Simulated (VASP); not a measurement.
TiSe2: relaxation of cell and atoms with PBE

TiSe2:

```xyz
3
Lattice="3.5360 0.0000 0.0000 -1.7680 3.0623 0.0000 0.0000 0.0000 6.0040" Properties=species:S:1:pos:R:3 pbc="T T T"
Ti    0.0000    0.0000    0.0000
Se    0.0000    2.0415    1.5322
Se    1.7680    1.0208    4.4718
```

```
Program                : VASP 6.6.1
Task                   : relaxation of cell and atoms
Functional             : PBE
Potentials or basis    : VASP PAW PBE potentials, release 64 (Ti_sv, Se)
Cutoff                 : 600 eV
k mesh                 : 12 × 12 × 6
Occupations            : methfessel-paxton, width 0.1 eV
Spin                   : no spin polarisation
Target pressure        : 3.12 GPa
Further INCAR settings : ALGO = Normal; EDIFF = 1e-06; IBRION = 2; EDIFFG = -0.01; NSW = 90; ISIF = 3
Target pressure        : 3.12 GPa
```

```yaml
Relaxed_volume: 20.74 Å³/atom
Relaxed_cell: a = 3.489 Å, b = 3.489 Å, c = 5.902 Å, α = 90.00°, β = 90.00°, γ = 120.00°
Space_group_after_relaxing_to_0.05_Å: P-3m1 (No. 164)
Energy_change_on_relaxing_the_enthalpy_is_what_falls: +12.5 meV/atom
Ionic_steps: 10
Pressure_after_relaxing: 3.1 GPa
Largest_force_after_relaxing: 0.004 eV/Å
Band_gap_on_the_k_mesh: none (metal or under the smearing width)
```

Forces in eV/Å, atoms in the order of the input:
```
Ti   0.000  0.000  0.000
Se   0.000  0.000 -0.004
Se   0.000  0.000  0.004
```

Step by step:
```csv
step,energy change (eV),largest force (eV/Å),pressure (GPa),volume (Å³)
1,0.0000,0.0782,1.62,65.01
2,0.0302,0.3126,4.06,63.12
3,0.0196,0.2495,3.41,63.61
4,0.0212,0.1278,3.17,63.28
5,0.0248,0.0416,3.03,63.04
6,0.0272,0.0371,3.06,62.86
7,0.0361,0.0218,3.24,62.30
8,0.0390,0.0167,3.28,62.15
9,0.0336,0.0610,2.71,62.45
10,0.0374,0.0035,3.13,62.22
```

Final structure:
```
CELL_PARAMETERS angstrom
3.48910 0.00000 0.00000
-1.74455 3.02165 0.00000
0.00000 0.00000 5.90200
ATOMIC_POSITIONS crystal
Ti 0.00000 0.00000 0.00000
Se 0.33333 0.66667 0.26316
Se 0.66667 0.33333 0.73684
```

Levels at points of the mesh, in eV from the Fermi level:
```csv
k point,band 8,band 9,band 10,band 11,band 12,band 13,band 14,band 15,band 16
"(0.00, 0.00, 0.00)",-2.24,-2.24,0.31,0.51,0.51,0.58,0.60,0.60,3.31
"(0.50, 0.00, 0.00)",-3.85,-2.89,-2.84,-2.24,-1.39,0.06,1.46,1.88,3.22
"(0.00, 0.00, 0.50)",-2.84,-2.16,-2.16,0.31,0.31,0.49,0.49,1.26,3.72
"(0.50, 0.00, 0.50)",-4.79,-2.81,-2.52,-1.15,-0.86,-0.24,1.45,1.84,3.07
```

Wall time 5.7 min on 1 thread of Intel(R) Xeon(R) 6975P-C (Granite Rapids), on a shared host, peak memory 0.3 GiB.

Caveat: the cell is relaxed towards a set pressure, so the enthalpy falls and the energy may rise; this functional lacks dispersion, which binds the layers, so the pressure and a relaxed spacing across them are unreliable.
